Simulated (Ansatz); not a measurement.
**NiSb: how the axes shrink under pressure**

NiSb, P6_3/mmc, a = 3.976 Å, c = 5.157 Å. The structure is a COD entry; whether it is the stable form wasn't checked. Ansatz: PBE, PAW, 420 eV, Γ-centred 12×12×8 mesh on 4 atoms, Gaussian smearing 0.10 eV; no spin polarisation. Cell and atoms are relaxed at each pressure, and no other structure is tried, so the rows at high pressure may lie past a change of phase. y = 100 ln(c/c0) with c0 = 5.1569 Å, so nearly a change in per cent. The pressures are the targets, met within 0.07 GPa.

| P (GPa) | y | 100 ln(a/a0) |
| --- | --- | --- |
| -2.0 | ? | ? |
| 0.0 | 0.00 | 0.00 |
| 2.0 | -0.58 | -0.55 |
| 5.0 | -1.36 | -1.33 |
| 10.0 | -2.49 | -2.46 |
| 20.0 | -4.34 | -4.30 |
| 40.0 | -7.36 | -6.93 |

Problem. Fit y = c1 P + c2 P² to the other rows, give the linear compressibility along c, and predict the missing y.

Solution. Least squares on the rows shown. y = −0.2615 P + 0.001950 P². The linear compressibility along c is −c1/100 = 2.62 per TPa, against 2.64 along a from the same fit to the last column (its missing entry is 0.63): the crystal is about as stiff along both at low pressure. The runs next to zero pressure give 3.04 and 2.96, so a parabola over the whole range misstates the start. With a term in P³ added, the coefficient of P becomes -0.2944, 13 % more, which shows how far this figure hangs on the form. At P = -2.0 the fit asked for gives 0.53. The run gave 0.63, so the fit is 0.10 too low, within twice the rms miss on the fitted rows (0.08).

The mesh isn't the same in all rows (12×12×8, 12×12×10).